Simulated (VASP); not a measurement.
Write the native input for VASP 6.6.1 that does the following.

```yaml
Task: relaxation of cell and atoms
Functional: PBE
Potentials_or_basis: VASP PAW PBE potentials, release 64 (Mg, O)
Cutoff: 600 eV
k_mesh: 12 × 12 × 12
Occupations: gaussian, width 0.03 eV
Spin: no spin polarisation
Further_INCAR_settings: ALGO = Normal; EDIFF = 1e-07; IBRION = 2; EDIFFG = -0.005; NSW = 90; ISIF = 3
```

The structure of MgO lies in POSCAR:

```
MgO                                     
1.0
   -0.0000000000      2.1224813280      2.1224813280
    2.1224813280      0.0000000000      2.1224813280
    2.1224813280      2.1224813280     -0.0000000000
  Mg              O             
     1     1
Direct
     0.0000000000000000    0.0000000000000000    0.0000000000000000
     0.5000000000000000    0.5000000000000000    0.5000000000000000
```

These files were run (other wordings do the same):

INCAR

```
PREC = Accurate ; ENCUT = 600
EDIFF = 1E-7 ; ISMEAR = 0
SIGMA = 0.03 ; LREAL = F
LASPH = T ; NELM = 80
ALGO = Normal ; ISIF = 3
LWAVE = F ; LCHARG = F
GGA = PE ; IBRION = 2
NSW = 90 ; EDIFFG = -0.005
```

KPOINTS

```
Automatic mesh
0
Gamma
  12 12 12
```

Potentials or basis: VASP PAW PBE potentials, release 64 (Mg, O).

Launch:

```bash
$ cat potpaw_PBE.64/Mg/POTCAR potpaw_PBE.64/O/POTCAR > POTCAR
$ mpirun -np 1 vasp_std > vasp.out
```

Results of the run:

The pressure after relaxing is 0.0 GPa. The band gap on the k mesh is 4.50 eV, direct.

Caveat: the relaxation stopped at its first step, so nothing moved.

Wall time 4.3 s on 1 thread of Intel(R) Xeon(R) 6975P-C (Granite Rapids), with other jobs on the host, peak memory 0.14 GiB.
